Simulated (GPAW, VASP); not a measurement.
Given: the input of a run of GPAW 26.7.0 (ASE script) on BAs. 

Contents of run.py:

```python
from ase.dft.bandgap import bandgap
from ase.io import read, write
from ase.units import GPa
from gpaw import GPAW, PW

atoms = read('BAs.xyz')

calc = GPAW(mode=PW(800),
            xc='PBE',
            kpts={'size': (10, 10, 10), 'gamma': True},
            occupations={'name': 'methfessel-paxton', 'order': 0, 'width': 0.011},
            nbands=11,
            convergence={'density': 1e-05, 'energy': 1e-05},
            maxiter=150,
            txt='gpaw.txt')
atoms.calc = calc
energy = atoms.get_potential_energy()
forces = atoms.get_forces()
stress = atoms.get_stress()
calc.write('gs.gpw')
write('result.traj', atoms)
print(f'Energy: {energy:.6f} eV')
print('Forces (eV/A):')
print(forces.round(4))
print('Stress (GPa):', (stress / GPa).round(3))
print('Fermi level:', round(calc.get_fermi_level(), 4), 'eV')
print(f'Gap: {bandgap(calc)[0]:.4f} eV, direct: {bandgap(calc, direct=True)[0]:.4f} eV')
```

Contents of BAs.xyz:

```xyz
2
Lattice="0.0000000000 2.3885000000 2.3885000000 2.3885000000 0.0000000000 2.3885000000 2.3885000000 2.3885000000 0.0000000000" Properties=species:S:1:pos:R:3 pbc="T T T"
As     3.5827500000      3.5827500000      3.5827500000
B      0.0000000000      0.0000000000      0.0000000000
```

Potentials or basis: GPAW PAW data sets (gpaw-data 1.2.1), pw.

Launch:

```sh
$ OMP_NUM_THREADS=1 python run.py
```

Problem. What does the same run look like in VASP 6.6.1? Potentials or basis there: PBE PAW files As, B, 520 eV.

Solution. As run (cutoffs and basis follow the program's own potentials, and thresholds, step limits or extra output files can differ):

Contents of INCAR:

```
SYSTEM = BAs
ALGO = Normal ; EDIFF = 1E-6
ENCUT = 520 ; GGA = PE
ISIF = 2 ; ISMEAR = 0
LASPH = .TRUE. ; LCHARG = .FALSE.
LREAL = .FALSE. ; LWAVE = .FALSE.
NELM = 100 ; PREC = Accurate
SIGMA = 0.011
```

The input KPOINTS:

```
k-points
0
G
  10 10 10
  0 0 0
```

File POSCAR:

```
BAs
1.0
    0.0000000000      2.3885000000      2.3885000000
    2.3885000000      0.0000000000      2.3885000000
    2.3885000000      2.3885000000      0.0000000000
As B
1 1
Direct
    0.7500000000      0.7500000000      0.7500000000
    0.0000000000      0.0000000000      0.0000000000
```

Potentials or basis: VASP PAW PBE potentials, release 64 (As, B).

The run is started by

```console
$ cat potpaw_PBE.64/As/POTCAR potpaw_PBE.64/B/POTCAR > POTCAR
$ mpirun -np 1 vasp_std > vasp.out
```

Both were run:

|  | GPAW | VASP |
| --- | --- | --- |
| Pressure | 3.3 GPa | 3.4 GPa |

Pressure is positive in compression.
